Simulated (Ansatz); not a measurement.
# Si3N4 (P6_3/m):V_N (site 1), thermodynamic levels from a 126-atom cell

Wanted: the transition levels of a vacancy in Si3N4 (P6_3/m), from a cell of 126 host atoms with 1 N taken out.

Program: Ansatz 0.2.0. Level of theory: place-levels on PBEsol runs: charge-transition levels and formation energies with image-charge correction and potential alignment at the atomic sites; PAW set soft_1. Results are calculated unless marked as measured.

### 1. Starting point

The cell holds 125 atoms: 54 Si and 71 N. Its edges and angles: a = 13.206 Å, b = 13.206 Å, c = 8.731 Å, α = 90.0°, β = 90.0°, γ = 120.0°. It derives from Si3N4 (space group P6_3/m). Nearest the centre at fractional (0.576, 0.453, 0.583): Si100 at 1.74 Å, Si59 at 1.74 Å, Si56 at 1.74 Å, N62 at 2.78 Å, N122 at 2.82 Å, N81 at 2.82 Å, N115 at 2.82 Å, N74 at 2.82 Å.

Screening for the image-charge correction: ε∞ = (4.29, 4.29, 4.37), ε0 = (8.29, 8.29, 8.25), from a response run on this crystal (DFPT, PBEsol) at that run's own cell.

The cell's shortest repeat is 8.7 Å.

### 2. The runs of each charge state

Levels follow from differences of total energies between charge states, each relaxed by itself.

Random displacements of about 0.05 Å break the site symmetry at the start, so that the relaxation can reach a distorted minimum if there is one. Forces are taken at one point at (¼, ¼, ¼). The cell holds 1 electron fewer than the neutral one, with a uniform background that keeps it neutral on the whole.

The sampling was tested on the host first: at the k-points planned (1x1x1 shifted 0.25 0.25 0.25) its energy lies 0.000 eV an atom from the dense-mesh value, under the bound of 0.02 eV set for this test; that bounds the host's error, not the defect's.

One state's input; the others differ in charge, spin, start and seed, and in occupations where the table says so.

The input, qp1.relax/input.yaml:

```yaml
crystal:
  lattice:
    - [11.43668588, 6.60297367, 0.0]
    - [-11.43668588, 6.60297367, 0.0]
    - [0.0, 0.0, 8.73076733]
  atoms:
    - { symbol: Si, position: [0.01950046, 0.80655545, 0.25] }
    - { symbol: Si, position: [0.3528338, 0.47322211, 0.25] }
    - { symbol: Si, position: [0.68616713, 0.13988878, 0.25] }
    - { symbol: Si, position: [0.21294502, 0.01950046, 0.08333333] }
    - { symbol: Si, position: [0.54627835, 0.68616713, 0.08333333] }
    - { symbol: Si, position: [0.87961168, 0.3528338, 0.08333333] }
    - { symbol: Si, position: [0.13988878, 0.45372165, 0.08333333] }
    - { symbol: Si, position: [0.47322211, 0.12038832, 0.08333333] }
    - { symbol: Si, position: [0.80655545, 0.78705498, 0.08333333] }
    - { symbol: Si, position: [0.19344455, 0.21294502, 0.25] }
    - { symbol: Si, position: [0.52677789, 0.87961168, 0.25] }
    - { symbol: Si, position: [0.86011122, 0.54627835, 0.25] }
    - { symbol: Si, position: [0.12038832, 0.6471662, 0.25] }
    - { symbol: Si, position: [0.45372165, 0.31383287, 0.25] }
    - { symbol: Si, position: [0.78705498, 0.98049954, 0.25] }
    - { symbol: Si, position: [0.31383287, 0.86011122, 0.08333333] }
    - { symbol: Si, position: [0.6471662, 0.52677789, 0.08333333] }
    - { symbol: Si, position: [0.98049954, 0.19344455, 0.08333333] }
    - { symbol: "N", position: [0.0, 0.66666667, 0.25] }
    - { symbol: "N", position: [0.33333333, 0.33333333, 0.25] }
    - { symbol: "N", position: [0.66666667, 0.0, 0.25] }
    - { symbol: "N", position: [0.0, 0.33333333, 0.08333333] }
    - { symbol: "N", position: [0.33333333, 0.0, 0.08333333] }
    - { symbol: "N", position: [0.66666667, 0.66666667, 0.08333333] }
    - { symbol: "N", position: [0.21345843, 0.45653274, 0.25] }
    - { symbol: "N", position: [0.54679176, 0.12319941, 0.25] }
    - { symbol: "N", position: [0.8801251, 0.78986608, 0.25] }
    - { symbol: "N", position: [0.09025902, 0.8801251, 0.08333333] }
    - { symbol: "N", position: [0.42359235, 0.54679176, 0.08333333] }
    - { symbol: "N", position: [0.75692569, 0.21345843, 0.08333333] }
    - { symbol: "N", position: [0.12319941, 0.57640765, 0.08333333] }
    - { symbol: "N", position: [0.45653274, 0.24307431, 0.08333333] }
    - { symbol: "N", position: [0.78986608, 0.90974098, 0.08333333] }
    - { symbol: "N", position: [0.21013392, 0.09025902, 0.25] }
    - { symbol: "N", position: [0.54346726, 0.75692569, 0.25] }
    - { symbol: "N", position: [0.87680059, 0.42359235, 0.25] }
    - { symbol: "N", position: [0.1198749, 0.21013392, 0.08333333] }
    - { symbol: "N", position: [0.45320824, 0.87680059, 0.08333333] }
    - { symbol: "N", position: [0.78654157, 0.54346726, 0.08333333] }
    - { symbol: "N", position: [0.24307431, 0.78654157, 0.25] }
    - { symbol: "N", position: [0.57640765, 0.45320824, 0.25] }
    - { symbol: "N", position: [0.90974098, 0.1198749, 0.25] }
    - { symbol: Si, position: [0.01950046, 0.80655545, 0.58333333] }
    - { symbol: Si, position: [0.3528338, 0.47322211, 0.58333333] }
    - { symbol: Si, position: [0.68616713, 0.13988878, 0.58333333] }
    - { symbol: Si, position: [0.21294502, 0.01950046, 0.41666667] }
    - { symbol: Si, position: [0.54627835, 0.68616713, 0.41666667] }
    - { symbol: Si, position: [0.87961168, 0.3528338, 0.41666667] }
    - { symbol: Si, position: [0.13988878, 0.45372165, 0.41666667] }
    - { symbol: Si, position: [0.47322211, 0.12038832, 0.41666667] }
    - { symbol: Si, position: [0.80655545, 0.78705498, 0.41666667] }
    - { symbol: Si, position: [0.19344455, 0.21294502, 0.58333333] }
    - { symbol: Si, position: [0.52677789, 0.87961168, 0.58333333] }
    - { symbol: Si, position: [0.86011122, 0.54627835, 0.58333333] }
    - { symbol: Si, position: [0.12038832, 0.6471662, 0.58333333] }
    - { symbol: Si, position: [0.45372165, 0.31383287, 0.58333333] }
    - { symbol: Si, position: [0.78705498, 0.98049954, 0.58333333] }
    - { symbol: Si, position: [0.31383287, 0.86011122, 0.41666667] }
    - { symbol: Si, position: [0.6471662, 0.52677789, 0.41666667] }
    - { symbol: Si, position: [0.98049954, 0.19344455, 0.41666667] }
    - { symbol: "N", position: [0.0, 0.66666667, 0.58333333] }
    - { symbol: "N", position: [0.33333333, 0.33333333, 0.58333333] }
    - { symbol: "N", position: [0.66666667, 0.0, 0.58333333] }
    - { symbol: "N", position: [0.0, 0.33333333, 0.41666667] }
    - { symbol: "N", position: [0.33333333, 0.0, 0.41666667] }
    - { symbol: "N", position: [0.66666667, 0.66666667, 0.41666667] }
    - { symbol: "N", position: [0.21345843, 0.45653274, 0.58333333] }
    - { symbol: "N", position: [0.54679176, 0.12319941, 0.58333333] }
    - { symbol: "N", position: [0.8801251, 0.78986608, 0.58333333] }
    - { symbol: "N", position: [0.09025902, 0.8801251, 0.41666667] }
    - { symbol: "N", position: [0.42359235, 0.54679176, 0.41666667] }
    - { symbol: "N", position: [0.75692569, 0.21345843, 0.41666667] }
    - { symbol: "N", position: [0.12319941, 0.57640765, 0.41666667] }
    - { symbol: "N", position: [0.45653274, 0.24307431, 0.41666667] }
    - { symbol: "N", position: [0.78986608, 0.90974098, 0.41666667] }
    - { symbol: "N", position: [0.21013392, 0.09025902, 0.58333333] }
    - { symbol: "N", position: [0.54346726, 0.75692569, 0.58333333] }
    - { symbol: "N", position: [0.87680059, 0.42359235, 0.58333333] }
    - { symbol: "N", position: [0.1198749, 0.21013392, 0.41666667] }
    - { symbol: "N", position: [0.45320824, 0.87680059, 0.41666667] }
    - { symbol: "N", position: [0.78654157, 0.54346726, 0.41666667] }
    - { symbol: "N", position: [0.24307431, 0.78654157, 0.58333333] }
    - { symbol: "N", position: [0.90974098, 0.1198749, 0.58333333] }
    - { symbol: Si, position: [0.01950046, 0.80655545, 0.91666667] }
    - { symbol: Si, position: [0.3528338, 0.47322211, 0.91666667] }
    - { symbol: Si, position: [0.68616713, 0.13988878, 0.91666667] }
    - { symbol: Si, position: [0.21294502, 0.01950046, 0.75] }
    - { symbol: Si, position: [0.54627835, 0.68616713, 0.75] }
    - { symbol: Si, position: [0.87961168, 0.3528338, 0.75] }
    - { symbol: Si, position: [0.13988878, 0.45372165, 0.75] }
    - { symbol: Si, position: [0.47322211, 0.12038832, 0.75] }
    - { symbol: Si, position: [0.80655545, 0.78705498, 0.75] }
    - { symbol: Si, position: [0.19344455, 0.21294502, 0.91666667] }
    - { symbol: Si, position: [0.52677789, 0.87961168, 0.91666667] }
    - { symbol: Si, position: [0.86011122, 0.54627835, 0.91666667] }
    - { symbol: Si, position: [0.12038832, 0.6471662, 0.91666667] }
    - { symbol: Si, position: [0.45372165, 0.31383287, 0.91666667] }
    - { symbol: Si, position: [0.78705498, 0.98049954, 0.91666667] }
    - { symbol: Si, position: [0.31383287, 0.86011122, 0.75] }
    - { symbol: Si, position: [0.6471662, 0.52677789, 0.75] }
    - { symbol: Si, position: [0.98049954, 0.19344455, 0.75] }
    - { symbol: "N", position: [0.0, 0.66666667, 0.91666667] }
    - { symbol: "N", position: [0.33333333, 0.33333333, 0.91666667] }
    - { symbol: "N", position: [0.66666667, 0.0, 0.91666667] }
    - { symbol: "N", position: [0.0, 0.33333333, 0.75] }
    - { symbol: "N", position: [0.33333333, 0.0, 0.75] }
    - { symbol: "N", position: [0.66666667, 0.66666667, 0.75] }
    - { symbol: "N", position: [0.21345843, 0.45653274, 0.91666667] }
    - { symbol: "N", position: [0.54679176, 0.12319941, 0.91666667] }
    - { symbol: "N", position: [0.8801251, 0.78986608, 0.91666667] }
    - { symbol: "N", position: [0.09025902, 0.8801251, 0.75] }
    - { symbol: "N", position: [0.42359235, 0.54679176, 0.75] }
    - { symbol: "N", position: [0.75692569, 0.21345843, 0.75] }
    - { symbol: "N", position: [0.12319941, 0.57640765, 0.75] }
    - { symbol: "N", position: [0.45653274, 0.24307431, 0.75] }
    - { symbol: "N", position: [0.78986608, 0.90974098, 0.75] }
    - { symbol: "N", position: [0.21013392, 0.09025902, 0.91666667] }
    - { symbol: "N", position: [0.54346726, 0.75692569, 0.91666667] }
    - { symbol: "N", position: [0.87680059, 0.42359235, 0.91666667] }
    - { symbol: "N", position: [0.1198749, 0.21013392, 0.75] }
    - { symbol: "N", position: [0.45320824, 0.87680059, 0.75] }
    - { symbol: "N", position: [0.78654157, 0.54346726, 0.75] }
    - { symbol: "N", position: [0.24307431, 0.78654157, 0.91666667] }
    - { symbol: "N", position: [0.57640765, 0.45320824, 0.91666667] }
    - { symbol: "N", position: [0.90974098, 0.1198749, 0.91666667] }
  host:
    repeats: [1, 1, 3]
    atoms:
      - { symbol: Si, position: [0.01950046, 0.80655545, 0.75] }
      - { symbol: Si, position: [0.3528338, 0.47322211, 0.75] }
      # ... 40 more atoms of the perfect host
total_charge: 1
basis:
  ecutwfc: 420
  xc_grid: 2
hamiltonian:
  xc: pbesol
  pseudopotentials: { kind: paw, azcp: { folder: soft_1 }, xc_functional: pbe }
kpoints:
  mp_grid: { grid: [1, 1, 1], shift: [0.25, 0.25, 0.25] }
scf:
  occupations: { method: fixed }
  max_iter: 80
output:
  forces: true
  charged_corrections:
    epsilon: [4.29, 4.29, 4.37]
    static_epsilon: [8.29, 8.29, 8.25]
    defect_position: [0.576408, 0.453208, 0.583333]
relax:
  f_tol: 0.02
  max_steps: 80
  random_displacement: { amplitude: 0.05, seed: 1796 }
checkpoint:
  write: "../qp1.relax.run"
  compress: false
  write_wavefunctions: true
  write_every: 100000
```

Run with:

```bash
$ ansatz run input.yaml --threads 8 --pin off --max-ram 22609MiB --backend cpu --events-out ev --progress --plain --runs-dir out
```

Defect states can disperse in a cell of this size, so the energy is taken again at a 2×2×2 shifted mesh, on the relaxed structure.

The run of this state that the levels use, under PBEsol:

The input, qp1.point/input.yaml:

```yaml
crystal:
  checkpoint: "../qp1.relax.run"
  host: checkpoint
total_charge: 1
basis:
  ecutwfc: 420
  xc_grid: 2
hamiltonian:
  xc: pbesol
  pseudopotentials: { kind: paw, azcp: { folder: soft_1 }, xc_functional: pbe }
kpoints:
  mp_grid: { grid: [2, 2, 2], shift: [0.5, 0.5, 0.5] }
scf:
  occupations: { method: fermi_dirac, width: 0.01 }
  max_iter: 80
output:
  forces: true
  eigenvalues: true
  charged_corrections:
    epsilon: [4.29, 4.29, 4.37]
    static_epsilon: [8.29, 8.29, 8.25]
    defect_position: [0.576408, 0.453208, 0.583333]
  eigenstates: { localisation: true }
  populations: true
  band_densities: [{ bands: [v1, v1] }, { bands: [c1, c1] }]
  write_density: true
  write_potential: true
  volumetric_format: npy
checkpoint:
  read: "../qp1.relax.run"
  write: "../qp1.point.run"
  compress: false
  write_wavefunctions: false
  write_every: 100000
```

Relaxations under PBEsol at one point at (¼, ¼, ¼); times on 8 threads of Arm Neoverse V2, shared host:

| charge | moment (μB) | occupations | outcome | steps | largest displacement against the far atoms (Å) | time |
| --- | --- | --- | --- | --- | --- | --- |
| 0 | 1 | fixed | converged | 9 | 0.22 | 5 min |
| +1 | 0 | fixed | converged | 8 | 0.08 | 1.9 min |
| +2 | 1 | fixed | not converged | - | - | 2.8 min |
| +2 | 1 | fermi-dirac | converged | 7 | 0.06 | 5.3 min |
| +3 | 0 | fixed | not converged | - | - | 72 s |
| +3 | 0 | fermi-dirac | converged | 7 | 0.06 | 2.3 min |
| +3 | 2 | fixed | converged | 6 | 0.06 | 4.8 min |

Single points under PBEsol at a 2×2×2 shifted mesh; times on 8 threads of Arm Neoverse V2, shared host:

| charge | moment (μB) | occupations | outcome | time |
| --- | --- | --- | --- | --- |
| 0 | 1 | fermi-dirac | converged | 4.9 min |
| +1 | 0 | fermi-dirac | converged | 1.9 min |
| +2 | 1 | fermi-dirac | converged | 5.2 min |
| +3 | 0 | fermi-dirac | converged | 2.3 min |
| +3 | 2 | fermi-dirac | converged | 6 min |

Distances (Å) from the ideal centre to the nearest atoms after relaxation with PBEsol:

| charge | moment (μB) | 1. | 2. | 3. | 4. | 5. | 6. |
| --- | --- | --- | --- | --- | --- | --- | --- |
| 0 | 1 | Si 1.56 | Si 1.61 | Si 1.79 | N 2.63 | N 2.70 | N 2.72 |
| +1 | 0 | Si 1.73 | Si 1.73 | Si 1.82 | N 2.76 | N 2.78 | N 2.78 |
| +2 | 1 | Si 1.73 | Si 1.73 | Si 1.81 | N 2.75 | N 2.78 | N 2.78 |
| +3 | 0 | Si 1.73 | Si 1.73 | Si 1.79 | N 2.75 | N 2.78 | N 2.78 |
| +3 | 2 | Si 1.73 | Si 1.73 | Si 1.78 | N 2.75 | N 2.77 | N 2.77 |

(Part 1 of 2 ends here.)

[Logs are printed without paths, hosts, clocks, repeated set-up lines and the standing remarks that a program may print on its own settings, such as how far it seeks lower states.]

[Hosts, paths, dates, database ids (printed as entryN), source tags and the programs' standing remarks are cut or masked in the printed files.]

[Where a table of states has a column of steps, it counts the stored structures, which are thinned; the runs took as many ionic steps or more.]

[A defect's name tells the site on which it was built; relaxed atoms can leave that site.]

[For some hosts the program warned that the k-mesh of the response run may be too coarse for force constants and the static dielectric constant; such warnings are not shown here.]
